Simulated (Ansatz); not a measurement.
# ZnSe: the cost of one run

Computed with Ansatz 0.2.0 (DFT LDA, all-electron LAPW, scalar-relativistic unless said, unless a step's input says otherwise).

## Step 1: Starting point

Symmetry: F-43m, No. 216, cubic system. The conventional cell has a = 5.568 Å, b = 5.568 Å, c = 5.568 Å, α = 90.00°, β = 90.00°, γ = 90.00°. Zn (site symmetry -43m) is surrounded by 4 Se at 2.41 Å. Se (site symmetry -43m) is surrounded by 4 Zn at 2.41 Å.

Structure file:

```cif
data_structure
_symmetry_space_group_name_H-M 'F-43m'
_symmetry_Int_Tables_number 216
_cell_length_a 5.5675
_cell_length_b 5.5675
_cell_length_c 5.5675
_cell_angle_alpha 90.000
_cell_angle_beta 90.000
_cell_angle_gamma 90.000
_cell_volume 172.58
loop_
_atom_site_label
_atom_site_type_symbol
_atom_site_symmetry_multiplicity
_atom_site_Wyckoff_symbol
_atom_site_fract_x
_atom_site_fract_y
_atom_site_fract_z
_atom_site_occupancy
Zn1 Zn 4 a 0.00000 0.00000 0.00000 1
Se1 Se 4 d 0.75000 0.25000 0.25000 1
```

Cartesian axes are those of the input's lattice vectors. The structure goes back to a database entry.

## Step 2: Reference run, fine mesh, LAPW

Input file input.yaml:

```yaml
crystal:
  lattice:
    - [2.78375942179, 2.78375942179, 0.0]
    - [-2.78375942179, 2.78375942179, 0.0]
    - [0.0, 2.78375942179, 2.78375942179]
  atoms:
    - { symbol: Zn, position: [0.0, 0.0, 0.0] }
    - { symbol: Se, position: [0.75, 0.25, 0.5] }
kpoints:
  mp_grid: { grid: [8, 8, 8] }
scf:
  occupations: { method: fixed }
hamiltonian:
  xc: lda
  pseudopotentials: { kind: all_electron, lapw: { basis_error: 0.001 } }
output:
  forces: true
  stress: true
  eigenvalues: true
  eigenstates:
    nscf_kmesh: { grid: [12, 12, 12] }
    de_dk: true
    e_range: [-9, 11.25023371626]
checkpoint:
  write: ck
  write_wavefunctions: false
```

Run with:

```bash
> ansatz run input.yaml --threads 1 --pin off --max-ram 3072MiB --backend cpu --events-out ev --progress --plain --runs-dir out
```

**Question.** How long does this run take on 1 thread of Arm Neoverse V1, shared host, and how much memory does it need?

About 39 s, with a peak of 0.29 GiB.
